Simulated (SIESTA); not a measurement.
Here is a SIESTA 5.4.2 calculation.

Al.fdf

```
SystemName                      Al
SystemLabel                     Al
NumberOfSpecies                 1
NumberOfAtoms                   1
%block ChemicalSpeciesLabel
  1  13 Al
%endblock ChemicalSpeciesLabel

LatticeConstant                 1.0 Ang
%block LatticeVectors
    -1.5912186900     1.5912186900     1.5912186900
     1.5912186900    -1.5912186900     1.5912186900
     1.5912186900     1.5912186900    -1.5912186900
%endblock LatticeVectors
AtomicCoordinatesFormat         Ang
%block AtomicCoordinatesAndAtomicSpecies
     0.0000000000     0.0000000000     0.0000000000  1
%endblock AtomicCoordinatesAndAtomicSpecies

%block kgrid.MonkhorstPack
   12   0   0  0.0
    0  12   0  0.0
    0   0  12  0.0
%endblock kgrid.MonkhorstPack
XC.Functional                   LDA
XC.Authors                      PW92
PAO.BasisSize                   DZP
PAO.EnergyShift                 0.003 Ry
Mesh.Cutoff                     500 Ry
OccupationFunction              FD
ElectronicTemperature           0.05 eV
MaxSCFIterations                120
SCF.MustConverge                false
SCF.Mixer.Method                Pulay
SCF.Mixer.Weight                0.25
SCF.Mixer.History               8
SCF.DM.Tolerance                5.0e-05
SCF.H.Tolerance                 1.0e-03 eV
WriteForces                     true
Charge.Mulliken                 end
MD.TypeOfRun                    Broyden
MD.Steps                        40
MD.MaxForceTol                  0.02 eV/Ang
MD.MaxDispl                     0.1 Ang
WriteCoorStep                   true
AtomCoorFormatOut               Fractional
MD.VariableCell                 true
MD.MaxStressTol                 0.1 GPa
```

Potentials or basis: PseudoDojo 0.4 standard (LDA files), DZP (energy shift 0.003 Ry).

Command:

```bash
$ siesta Al.fdf > Al.out 2>&1
```

Estimate the relaxed volume.

16.25 Å³/atom.

Predict the relaxed cell.

a = 2.764 Å, b = 2.764 Å, c = 2.764 Å, α = 109.47°, β = 109.47°, γ = 109.47°.

Estimate the space group after relaxing (to 0.05 Å).

Im-3m (No. 229).

Step by step:
| step | energy change (eV) | largest force (eV/Å) | pressure (GPa) | volume (Å³) |
| --- | --- | --- | --- | --- |
| 1 | 0.0000 | 0.0000 | 0.75 | 16.12 |
| 2 | -0.0001 | 0.0000 | 0.73 | 16.12 |
| 3 | -0.0004 | 0.0000 | 0.07 | 16.25 |

Caveat: the basis of atomic orbitals isn't converged, which shifts pressures, moduli and gaps.
